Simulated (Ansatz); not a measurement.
B — ¹¹B NMR of the central transition

Cell: a COD entry, its atoms then relaxed with PBE in this cell.

```xyz
12
Lattice="2.4590 1.4197 4.1935 -2.4590 1.4197 4.1935 0.0000 -2.8394 4.1935" Properties=species:S:1:pos:R:3 pbc="T T T"
B    -1.5843    0.9147    2.8284
B     0.0000   -1.8294    2.8284
B     1.5843    0.9147    2.8284
B     1.5843   -0.9147    9.7521
B    -1.5843   -0.9147    9.7521
B     0.0000    1.8294    9.7521
B    -1.0097    0.5829    4.4974
B     0.0000   -1.1659    4.4974
B     1.0097    0.5829    4.4974
B     1.0097   -0.5829    8.0831
B    -1.0097   -0.5829    8.0831
B     0.0000    1.1659    8.0831
```

Atom numbers follow the list; atoms alike are taken as one site, whose name carries the number of the first.

Computed with Ansatz: DFT, LDA, plane waves and PAW, scalar-relativistic, 420 eV cutoff, Γ-centred 8×8×8 k-points, Fermi–Dirac smearing 0.05 eV.

¹¹B has I = 3/2 and Q = 40.59 mb (Pyykkö 2018); at 7.05 T its Larmor frequency is ν₀ = 96.3 MHz. Only the quadrupole interaction is simulated: positions count from each site's isotropic chemical shift, and J coupling is left out, as are shift anisotropy and dipolar coupling, which fast spinning averages.

Simulated pattern of one B site (fast magic-angle spinning, Gaussian broadening 0.07 kHz):

(offset (kHz), height): (-1.429, 0), (-1.369, 4), (-1.309, 8), (-1.250, 8), (-1.190, 8), (-1.130, 9), (-1.070, 9), (-1.010, 10), (-0.951, 25), (-0.891, 51), (-0.831, 78), (-0.771, 85), (-0.712, 66), (-0.652, 59), (-0.592, 57), (-0.532, 57), (-0.472, 59), (-0.413, 65), (-0.353, 78), (-0.293, 100), (-0.233, 86), (-0.173, 63), (-0.114, 25), (-0.054, 1)

(1) Which |C_Q| and η does the pattern imply?

## Answers

(1) The pattern spans 1.25 kHz before broadening and its centre of gravity is at -0.554 kHz, which fixes P_Q; the places of the horns and steps fix η. That gives P_Q = 1.46 MHz, |C_Q| = 1.45 MHz and η = 0.21, the values that the calculation gives site B1 (6 B at 1.68–1.80 Å). The other sites have |C_Q| = 0.820 MHz. The sign of C_Q can't be read from the pattern.

At this cell the LDA pressure is -10 GPa, so with LDA the cell would shrink if it were relaxed.
